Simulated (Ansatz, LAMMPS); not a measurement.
# Relaxing amorphous TiO2 at 3.55 g/cm^3 (84 atoms), part 4 of 4

How does amorphous TiO2 at 3.55 g/cm^3 (84 atoms) relax, and what do bonds, charges and levels look like afterwards?

Ansatz 0.2.0; Kohn-Sham DFT, PBE, PAW (set soft_2), plane waves.

The cell: 28 Ti and 56 O. The quench rate of 50 K/ps far exceeds what a furnace or splat quench reaches. The starting topology of bonds comes from the classical model. Only the Γ point is sampled in the main run, in a cell whose shortest periodic width is 10 Å.

So far. Step 4 (Relaxation): The relaxation changed the energy by -49.7 meV/atom, and atoms moved by 0.27 Å r.m.s., 0.73 Å at most. Step 7 (K-mesh 2×2×2): Forces differ from those of the single point at the relaxed geometry by 14 meV/Å r.m.s.; the energy by -0.62 meV/atom and the gap by -0.015 eV. It took 3.7 min and 12 cycles; the reference's time can't be set against it, since the two runs asked for unlike analyses.

## Step 8: Functional HSE06

HSE06 mixes in a quarter of exact exchange at short range, which counters self-interaction, at a higher cost.

This step: Kohn-Sham DFT, HSE06, PAW (set soft_2), plane waves (Ansatz 0.2.0).

Contents of input.yaml:

```yaml
crystal:
  lattice:
    - [10.1511, 0.0, 0.0]
    - [0.0, 10.1511, 0.0]
    - [0.0, 0.0, 10.1511]
  atoms:
    [... the 84 atom lines of step 6 ...]
kpoints:
  mp_grid: { grid: [1, 1, 1] }
hamiltonian:
  xc: hse06
scf:
  occupations: { method: fermi_dirac, width: 0.025 }
output:
  forces: true
  stress: true
  populations: true
  dos:
    method: { smearing: { sigma: 0.08 } }
    de: 0.05
    projected: { site_lists: { O: [O], Ti: [Ti] } }
  eigenvalues: true
```

The run is started by

```console
> ansatz run input.yaml --threads 4 --pin off --max-ram 8192MiB --backend cpu --events-out ev --progress --plain --runs-dir out
```

Numbers of over 12 decimals in the logs are rounded to 6 here.

Output:

```text
Warning: output.stress: scf.convergence.dr2_threshold = 1e-7 eV (the SCF's general default) is looser than the 1.6e-9 eV advised for a printed stress (1e-10 eV for each atom of the cell: 84, of which 16 are counted). What an SCF threshold leaves in a stress goes as its square root, and in the free energy as the threshold itself, and one threshold admits the most on a small cell: [...]
Warning: output.stress: scf.exx.energy_threshold = 1e-6 eV is looser than the 1.6e-7 eV advised for a stress under a hybrid functional (1e-8 eV for each atom of the cell: 84, of which 16 are counted). Every SCF of the exchange loop can meet its threshold on dr2 while the loop round them stops early: [...]
exact exchange: scf.exx.singularity resolves to wigner_seitz, which cuts the screened interaction at the faces of the exchange supercell's Wigner-Seitz cell, so that each pair interacts once, at the shortest of its separations (the periodic images that this leaves out come, [...]
[...]
Crystal: 84 atoms, lattice volume = 1046.018 Å³
Basis set: ecut = 420 eV, 20341 PW (Γ), exchange–correlation on 144×144×144 points (8 copies of the dense FFT grid, shifted against one another)
Bands: 420, of which v1, the nominal top of the filled ones, is band 336 counted from 1 (335 counted from 0)
Symmetry: 1 space group operations
[...]
k-points: 1
[...]
SCF iter   1: F=—  HF=-101875.462321 eV  |F-HF|=—  |Δ(HF+E_count)|=         —  Δρ=4.73e-3  dr2=2.31e-1  ethr=1.77e-3  ⟨swp⟩=6.0  Hψ=1740  notcnv=0
[...]
SCF iter   5: F=—  HF=-101875.463229 eV  |F-HF|=—  |Δ(HF+E_count)|=   3.02e-3  Δρ=3.74e-4  dr2=1.18e-3  ethr=1.85e-7  ⟨swp⟩=4.0  Hψ=1935  notcnv=0
SCF iter   6: F=-101875.463382 eV  HF=-101875.463341 eV  |F-HF|=4.03e-5  |Δ(HF+E_count)|=   1.13e-4  Δρ=1.64e-4  dr2=1.52e-4  ethr=1.76e-7  ⟨swp⟩=4.0  Hψ=914  notcnv=0
SCF 1 stopped early in 6 iterations: F = -101875.463382 eV  dr2 = 1.52e-4
[...]
Exchange kernel: α = 0.2500, screened, ω = 0.2079 Å⁻¹, Wigner–Seitz truncation, v(0) = 913.0072 eV·Å³, q-mesh 1×1×1, nearest image of the exchange supercell L = 10.15 Å, pair-density grid 50×50×50, without the augmentation charges, whose exchange is taken in its separable form (sized by the pseudopotential files, [...]
Frozen-core exchange: fock
SCF iter   1: F=—  HF=-101854.959246 eV  |F-HF|=—  |Δ(HF+E_count)|=         —  Δρ=3.25e-2  dr2=1.59e1  ethr=2.26e-7  ⟨swp⟩=12.0  Hψ=2469  notcnv=0
[...]
SCF iter   7: F=—  HF=-101851.481958 eV  |F-HF|=—  |Δ(HF+E_count)|=   2.59e-3  Δρ=2.09e-4  dr2=6.08e-4  ethr=2.26e-7  ⟨swp⟩=4.0  Hψ=1242  notcnv=0
SCF iter   8: F=-101851.481828 eV  HF=-101851.481867 eV  |F-HF|=3.95e-5  |Δ(HF+E_count)|=   9.09e-5  Δρ=8.84e-5  dr2=1.70e-4  ethr=6.85e-8  ⟨swp⟩=3.0  Hψ=792  notcnv=0
SCF 2 stopped early in 8 iterations: F = -101851.481828 eV  dr2 = 1.70e-4
  Residual-converged pass: ⟨swp⟩=4.0  Hψ=1261  notcnv=0  max |occ|·‖R‖ = 6.1e-6 eV (tolerance 6.7e-6 eV)  dr2=1.70e-4  dr2_onsite=7.32e-6  max |Δocc| = 0.0e0
[...]
hybrid outer 1: dexx = +7.317e-1 eV, tail = 1.35e-3 eV
[...]
Frozen-core exchange: fock
SCF iter   1: F=—  HF=-101851.471605 eV  |F-HF|=—  |Δ(HF+E_count)|=         —  Δρ=2.36e-4  dr2=6.86e-4  ethr=1.00e-6  ⟨swp⟩=10.0  Hψ=1310  notcnv=0
[...]
SCF iter   9: F=—  HF=-101851.471504 eV  |F-HF|=—  |Δ(HF+E_count)|=   2.53e-7  Δρ=2.62e-6  dr2=4.52e-8  ethr=5.21e-12 (applied; sched 3.73e-12)  ⟨swp⟩=9.0  Hψ=1472  notcnv=0
SCF iter  10: F=-101851.471504 eV  HF=-101851.471504 eV  |F-HF|=1.98e-9  |Δ(HF+E_count)|=   1.10e-8  Δρ=8.97e-7  dr2=8.13e-9  ethr=9.32e-12 (applied; sched 3.73e-12)  ⟨swp⟩=2.0  Hψ=756  notcnv=0
SCF 3 converged in 10 iterations: F = -101851.471504 eV  dr2 = 8.13e-9
[...]
hybrid outer 2: dexx = +7.930e-5 eV, tail = 2.69e-7 eV, Δε = 9.69e-3 eV (about 1.53e-4 eV left of the loop's levels), ΔF = 3.40e-2 eV/Å (tail 2.37e-3)
[...]
Frozen-core exchange: fock
SCF iter   1: F=—  HF=-101851.471508 eV  |F-HF|=—  |Δ(HF+E_count)|=         —  Δρ=3.14e-6  dr2=1.26e-7  ethr=2.00e-10  ⟨swp⟩=15.0  Hψ=1698  notcnv=0
[...]
SCF iter   3: F=-101851.471508 eV  HF=-101851.471508 eV  |F-HF|=4.09e-9  |Δ(HF+E_count)|=   3.31e-8  Δρ=6.37e-7  dr2=5.01e-9  ethr=5.20e-12 (applied; sched 1.00e-12)  ⟨swp⟩=5.0  Hψ=939  notcnv=0
SCF 4 converged in 3 iterations: F = -101851.471508 eV  dr2 = 5.01e-9
[...]
hybrid SCF converged: 3 outer / 21 inner (+6 warm-up), last move |dexx| = 4.56e-8 eV, tail = 1.08e-8 eV
Stability not checked: this state was not tested for a lower state beside it, because the functional holds exact exchange (a hybrid, or Hartree-Fock), whose exchange loop this test does not read (fock_operator; see scf.lower_state_search)
Free energy (F): -101851.471508 eV
Frozen-core exchange: fock
[...]
Internal energy: -101851.471508 eV  (E = F + TS)
E sigma→0 (E₀):  -101851.471508 eV
Fermi energy:    7.466435 eV
[...]
Σ components = -101851.471508   (vs F -101851.471508, Δ=-1.46e-11)
--- Forces (eV/Å), atoms counted from 1 ---
  atom   1  Ti     0.18466145     0.18507605    -0.39736028
  atom   2  Ti    -0.07560618     0.10973408    -0.02647480
  atom   3  Ti    -0.28251710    -0.11107103     0.16337755
  atom   4  Ti     0.09394421     0.28393179    -0.11068140
[...]
atom  84  O      0.06896315    -0.17734178    -0.12927693
  max |Σ_I F_I| component: 1.22e-4 eV/Å
--- Stress (GPa, compression-positive) ---
       -7.312540       0.252470       0.442523
        0.252470      -3.648898       0.443801
        0.442523       0.443801      -4.543312
  P = ⅓ Tr σ = -5.1682 GPa (-51.682 kbar)
--- Band table (eV) ---
[...]
--- Löwdin populations: 84 sites ---
  site symbol       q [e]
     0     Ti     10.5059
     1     Ti     10.4681
     2     Ti     10.5087
[...]
83      O      6.7277
  spilling = 0.004051 (of n_electrons = 672.000000)
```

The job ended after 7.4 min (4 threads of Arm Neoverse V1, shared host; peak memory 3.7 GiB; 28 min of CPU time).

The program notes that the exchange threshold is loose for the stress and the SCF threshold is loose for the stress.

Geometry and reference: those of the single point at the relaxed geometry.

Forces differ from those of the single point at the relaxed geometry by 190 meV/Å r.m.s.; the pressure by -6.3 GPa and the gap by +1.5 eV. It took 7.4 min and 27 cycles; the reference's time can't be set against it, since the two runs asked for unlike analyses.

Numbers from this run:

- free energy: -101851.4715 eV
- free energy per atom: -1212.5175 eV/atom
- SCF cycles: 27
- pressure: -5.168 GPa
- r.m.s. force component: 0.1903 eV/Å
- longest force: 0.7033 eV/Å
- Fermi energy: 7.466 eV
- gap (highest filled to lowest empty level): 4.072 eV
- spilling of the projection: 0.004051

Length of the force by element and coordination:

| element | coordination | atoms | mean length of the force (eV/Å) | spread | least | most |
| --- | --- | --- | --- | --- | --- | --- |
| O | all | 56 | 0.302 | 0.141 | 0.062 | 0.703 |
| O | 2 | 26 | 0.339 | 0.139 | 0.112 | 0.703 |
| O | 3 | 29 | 0.270 | 0.137 | 0.062 | 0.671 |
| O | 4 | 1 | 0.262 | 0 | 0.262 | 0.262 |
| Ti | all | 28 | 0.302 | 0.113 | 0.0981 | 0.501 |
| Ti | 4 | 6 | 0.260 | 0.115 | 0.0981 | 0.413 |
| Ti | 5 | 13 | 0.317 | 0.096 | 0.184 | 0.489 |
| Ti | 6 | 9 | 0.307 | 0.128 | 0.136 | 0.501 |

Löwdin charges by element and coordination (they lack the spilled electrons, 0.032 e an atom on average):

| element | coordination | atoms | mean charge (e) | spread | least | most |
| --- | --- | --- | --- | --- | --- | --- |
| O | all | 56 | -0.706 | 0.0473 | -0.798 | -0.603 |
| O | 2 | 26 | -0.667 | 0.0332 | -0.733 | -0.603 |
| O | 3 | 29 | -0.738 | 0.0252 | -0.786 | -0.668 |
| O | 4 | 1 | -0.798 | 0 | -0.798 | -0.798 |
| Ti | all | 28 | 1.51 | 0.0233 | 1.46 | 1.56 |
| Ti | 4 | 6 | 1.49 | 0.0224 | 1.46 | 1.52 |
| Ti | 5 | 13 | 1.51 | 0.0214 | 1.49 | 1.56 |
| Ti | 6 | 9 | 1.52 | 0.0191 | 1.48 | 1.54 |

Density of states as counts of states in windows of 1 eV (from the Fermi level), total and the larger projections:

```csv
from (eV),to (eV),total,O p,Ti d
-14,-8,0.0,0.0,0.0
-8,-7,9.8,7.1,2.0
-7,-6,74.5,53.4,17.8
-6,-5,75.0,57.0,14.9
-5,-4,65.0,53.4,9.3
-4,-3,73.7,65.3,6.6
-3,-2,37.4,34.8,2.0
-2,-1,0.6,0.6,0.0
-1,1,0.0,0.0,0.0
1,2,0.6,0.0,0.5
2,3,67.3,5.2,59.7
3,4,66.1,9.6,52.5
```

Between -26 and -14 eV lie 112 more states.

The stored curve holds about 448 of the 672 electrons; the rest, give or take the few that broadening carries across the Fermi level, lie in deeper levels below its range.

The levels nearest the highest filled one (over half full), pooled over k-points and spins:

```
level less the highest filled one (eV)  occupation
                                -0.474           2
                                -0.453           2
                                -0.415           2
                                -0.267           2
                                -0.187           2
                                     0           2
                                  4.07           0
                                  4.13           0
                                  4.17           0
                                  4.23           0
                                  4.24           0
                                  4.28           0
```

## Step 9: Functional r2SCAN (500 eV)

The meta-GGA r2SCAN uses the kinetic energy density as well as the density and its gradient. Besides, the cutoff goes from 420 to 500 eV.

This step: Kohn-Sham DFT, r2SCAN, PAW (set soft_2), plane waves (Ansatz 0.2.0).

Edit input.yaml of step 8 so:

```diff
@@ -10,3 +10,3 @@
 hamiltonian:
-  xc: hse06
+  xc: r2scan
 scf:
```

Output:

```text
[...]
Crystal: 84 atoms, lattice volume = 1046.018 Å³
Basis set: ecut = 500 eV, 26745 PW (Γ), exchange–correlation on 300×300×300 points (64 copies of the dense FFT grid, shifted against one another)
Bands: 420, of which v1, the nominal top of the filled ones, is band 336 counted from 1 (335 counted from 0)
Symmetry: 1 space group operations
[...]
k-points: 1
[...]
SCF iter   1: F=—  HF=-102084.730543 eV  |F-HF|=—  |Δ(HF+E_count)|=         —  Δρ=2.48e-2  dr2=7.67e0  dr2_τ=5.31e0  ethr=1.77e-3  ⟨swp⟩=5.0  Hψ=1543  notcnv=0  defer=35
[...]
SCF iter  11: F=—  HF=-102084.895326 eV  |F-HF|=—  |Δ(HF+E_count)|=   1.46e-7  Δρ=3.54e-6  dr2=1.61e-7  dr2_τ=1.47e-8  ethr=1.14e-10  ⟨swp⟩=2.0  Hψ=541  notcnv=0  defer=70
SCF iter  12: F=-102084.895326 eV  HF=-102084.895326 eV  |F-HF|=2.41e-8  |Δ(HF+E_count)|=   3.28e-8  Δρ=2.27e-6  dr2=6.07e-8  dr2_τ=5.73e-9  ethr=1.49e-11  ⟨swp⟩=11.0  Hψ=1702  notcnv=0
SCF 1 converged in 12 iterations: F = -102084.895326 eV  dr2 = 6.07e-8
[...]
SCF converged after 12 iterations
Free energy (F): -102084.895326 eV
[...]
Internal energy: -102084.895326 eV  (E = F + TS)
E sigma→0 (E₀):  -102084.895326 eV
Fermi energy:    7.494542 eV
[...]
Σ components = -102084.895326   (vs F -102084.895326, Δ=0.00e0)
--- Forces (eV/Å), atoms counted from 1 ---
  atom   1  Ti     0.06503842     0.02991437    -0.09186386
  atom   2  Ti     0.00129432     0.03109041     0.01420805
  atom   3  Ti    -0.06426475     0.01405062     0.06309381
  atom   4  Ti     0.04230678     0.08080782    -0.03171309
[...]
atom  84  O      0.02204332    -0.03334508    -0.02303324
  max |Σ_I F_I| component: 1.42e-4 eV/Å
--- Stress (GPa, compression-positive) ---
       -5.112520       0.205903       0.423155
        0.205902      -1.556141       0.286133
        0.423154       0.286133      -2.488507
  P = ⅓ Tr σ = -3.0524 GPa (-30.524 kbar)
--- Band table (eV) ---
[...]
--- Löwdin populations: 84 sites ---
  site symbol       q [e]
     0     Ti     10.5945
     1     Ti     10.5607
     2     Ti     10.5983
[...]
83      O      6.6876
  spilling = 0.003540 (of n_electrons = 672.000000)
```

It took 52 s on 4 threads; peak memory 2.9 GiB; 3.4 min of CPU time.

Geometry and reference: those of the single point at the relaxed geometry.

Forces differ from those of the single point at the relaxed geometry by 62 meV/Å r.m.s.; the pressure by -4.2 GPa and the gap by +0.32 eV. It took 52 s and 12 cycles; the reference's time can't be set against it, since the two runs asked for unlike analyses.

## Step 10: Functional PBEsol

PBEsol restores the gradient expansion of exchange for slowly varying densities and usually gives shorter bonds in solids than PBE.

This step: Kohn-Sham DFT, PBEsol, PAW (set soft_2), plane waves (Ansatz 0.2.0).

Edit input.yaml of step 9 so:

```diff
@@ -10,3 +10,3 @@
 hamiltonian:
-  xc: r2scan
+  xc: pbesol
 scf:
```

Output:

```text
[...]
Crystal: 84 atoms, lattice volume = 1046.018 Å³
Basis set: ecut = 420 eV, 20341 PW (Γ), exchange–correlation on 144×144×144 points (8 copies of the dense FFT grid, shifted against one another)
Bands: 420, of which v1, the nominal top of the filled ones, is band 336 counted from 1 (335 counted from 0)
Symmetry: 1 space group operations
[...]
k-points: 1
[...]
SCF iter   1: F=—  HF=-100784.599391 eV  |F-HF|=—  |Δ(HF+E_count)|=         —  Δρ=1.75e-2  dr2=2.90e0  ethr=1.77e-3  ⟨swp⟩=5.0  Hψ=1543  notcnv=0  defer=35
[...]
SCF iter  12: F=—  HF=-100784.036375 eV  |F-HF|=—  |Δ(HF+E_count)|=   1.71e-7  Δρ=4.40e-6  dr2=2.50e-7  ethr=1.05e-10  ⟨swp⟩=2.0  Hψ=535  notcnv=0  defer=70
SCF iter  13: F=-100784.036375 eV  HF=-100784.036375 eV  |F-HF|=1.15e-8  |Δ(HF+E_count)|=   2.04e-8  Δρ=1.37e-6  dr2=2.58e-8  ethr=1.49e-11  ⟨swp⟩=11.0  Hψ=1640  notcnv=0
SCF 1 converged in 13 iterations: F = -100784.036375 eV  dr2 = 2.58e-8
[...]
SCF converged after 13 iterations
Free energy (F): -100784.036375 eV
[...]
Internal energy: -100784.036375 eV  (E = F + TS)
E sigma→0 (E₀):  -100784.036375 eV
Fermi energy:    7.533350 eV
[...]
Σ components = -100784.036375   (vs F -100784.036375, Δ=0.00e0)
--- Forces (eV/Å), atoms counted from 1 ---
  atom   1  Ti     0.04544176     0.00846753    -0.03245977
  atom   2  Ti    -0.05478438     0.05952700     0.01196461
  atom   3  Ti    -0.01953422    -0.03642989    -0.03981725
  atom   4  Ti     0.00947760     0.01231096    -0.04683686
[...]
atom  84  O      0.04376518    -0.05846478    -0.06979814
  max |Σ_I F_I| component: 8.47e-5 eV/Å
--- Stress (GPa, compression-positive) ---
       -6.042364       0.130160       0.336791
        0.130160      -2.681166       0.290081
        0.336791       0.290081      -3.519762
  P = ⅓ Tr σ = -4.0811 GPa (-40.811 kbar)
--- Band table (eV) ---
[...]
--- Löwdin populations: 84 sites ---
  site symbol       q [e]
     0     Ti     10.7048
     1     Ti     10.6750
     2     Ti     10.7084
[...]
83      O      6.6318
  spilling = 0.003568 (of n_electrons = 672.000000)
```

Wall time 24 s (4 threads); peak memory 1.5 GiB; 92 s of CPU time.

Geometry and reference: those of the single point at the relaxed geometry.

Forces differ from those of the single point at the relaxed geometry by 69 meV/Å r.m.s.; the pressure by -5.3 GPa and the gap by -0.024 eV.

## Step 11: Cost against change

Differences are against the single point at the relaxed geometry (Kohn-Sham DFT, PBE, PAW (set soft_2), plane waves), whose r.m.s. force component is 0.00651 eV/Å. Energies are set beside the reference only for runs with its functional, potentials and electron count. Times are for 4 threads of Arm Neoverse V1, shared host. The reference's time includes grids, which some other runs skip.

| run | Δ force, r.m.s. (meV/Å) | Δ energy (meV/atom) | Δ pressure (GPa) | Δ gap (eV) | cycles | time | host memory (GiB) |
| --- | --- | --- | --- | --- | --- | --- | --- |
| reference | - | - | - | - | 12 | 26 s | 1.5 |
| k-mesh 2×2×2 | 13.6 | -0.616 | -0.0041 | -0.0148 | 12 | 3.7 min | 5.6 |
| functional HSE06 | 190 | - | -6.34 | 1.48 | 27 | 7.4 min | 3.7 |
| functional r2SCAN (500 eV) | 61.6 | - | -4.22 | 0.324 | 12 | 52 s | 2.9 |
| functional PBEsol | 69.5 | - | -5.25 | -0.0242 | 13 | 24 s | 1.5 |

## Step 12: What came out

```yaml
energy_change_in_the_relaxation: -49.75 meV/atom
r_m_s_displacement: 0.274 Å
largest_displacement: 0.726 Å
free_energy_per_atom: -1212.8013 eV/atom
pressure: 1.171 GPa
r_m_s_force_component: 0.00651 eV/Å
spacing_of_highest_filled_and_lowest_empty_level: 2.592 eV
wall_time_of_the_7_dft_runs: 16 min
```

What this shows: Relaxation lowers the energy by 49.7 meV/atom and moves atoms by 0.27 Å r.m.s.; the r.m.s. force component goes from 0.66 to 0.0065 eV/Å. By the final cutoffs 3 of 136 bonded pairs parted and 10 joined. First to last step the energy falls by 4.179 eV; the largest move, 0.73 Å, is that of O77. The O-Ti bonds go from 1.918 Å (spread 0.220) to 1.946 Å (spread 0.167), and their number from 136 to 143. With the cutoffs above, 52 % of O atoms have 3 and 46 % of Ti atoms have 5 bonded neighbours. The highest filled and lowest empty levels differ by 2.59 eV (at Γ alone); a semilocal functional tends to put such gaps too low. In a disordered cell it changes from sample to sample, and tail or defect levels can set it.

Among the changes of functional, dispersion, potentials or spin set against this reference, functional HSE06 moves the forces most, by 190 meV/Å r.m.s. The gap changes by +1.48 eV with HSE06.

**Limits.** The starting topology of bonds comes from the classical model; in DFT 3 of its 136 bonded pairs passed out of the cutoffs and 10 came within them. The stress is far from hydrostatic: its diagonal is -0.7, 2.6, 1.7 GPa, compression counted positive.

[Logs are printed without paths, hosts, clocks, repeated set-up lines and the standing remarks that a program may print on its own settings, such as how far it seeks lower states.]

[Hosts, paths, dates, database ids (printed as entryN), source tags and the programs' standing remarks are cut or masked in the printed files.]
